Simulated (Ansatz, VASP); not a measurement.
# C: VASP beside Ansatz

```
CELL_PARAMETERS angstrom
2.00647 0.00000 0.00000
-1.00324 1.73766 0.00000
0.00000 0.00000 1.54130
ATOMIC_POSITIONS crystal
C 0.00000 0.00000 0.00000
```

Alike in both runs: task relaxation of shape and atoms at fixed volume; functional PBE; k mesh 24 × 24 × 22; occupations fermi-dirac, width 0.1 eV; no spin polarisation.

|  | VASP | Ansatz |
| --- | --- | --- |
| version | VASP 6.6.1 | Ansatz 0.2.0 |
| potentials or method | VASP PAW PBE potentials, release 64 (C) | PAW with Ansatz's default frozen-core files, scalar-relativistic |
| plane-wave cutoff (eV) | 600 | 420 |
| valence electrons in the cell | 4 | 4 |

```tsv
	VASP	Ansatz	Ansatz less VASP
relaxed volume (Å³/atom)	5.37	5.37	0.000
relaxed cell length with the largest relative difference (Å)	1.581	1.581	-0.0003
energy change over the relaxation (meV/atom)	-12	-11	+0.5
```
